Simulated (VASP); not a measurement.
Runs of VASP 6.6.1 on Li. The structure is cubic, space group Fm-3m (No. 225). Conventional cell: a = 4.177 Å, b = 4.177 Å, c = 4.177 Å, α = 90.00°, β = 90.00°, γ = 90.00°. Li (site symmetry m-3m) is surrounded by 12 Li at 2.95 Å. This isn't the form of Li at room conditions, which is bcc.

```tsv
task	cell	k mesh	cutoff (eV)	k mesh for the DOS	occupations for the DOS	gap on the mesh (eV)	pressure (GPa)	relaxed volume (Å³/atom)
single point	Fm-3m, 18.22 Å³/atom	16 × 16 × 16	520	-	-	none	-	-
single point	Fm-3m, 18.22 Å³/atom	18 × 18 × 18	520	-	-	none	-	-
relaxation of cell and atoms	relaxed	16 × 16 × 16	600	-	-	none	0.0	17.99
relaxation of cell and atoms	relaxed	18 × 18 × 18	600	-	-	none	0.0	(a)
```

Alike in all rows: level PBE+D3(BJ); potentials or basis VASP PAW PBE potentials, release 64 (Li_sv); no spin polarisation; smearing gaussian 0.1 eV.

**Question.** Estimate the missing entries.

**Answer.** (a) 18.07.

Caveats: the cutoff is under 1.25 times the usual one of these potentials, so pressure, stress and relaxed cells hold a basis-set (Pulay) error; pairwise dispersion overbinds metals, which lowers pressure and volume; the volume moved by over 15 % at a fixed basis, so the end points are rough (some runs); the volume moved by -16 % from the deposited cell, more than functionals usually miss (some runs).

A gap of «none» marks a metal or a gap under the smearing width.
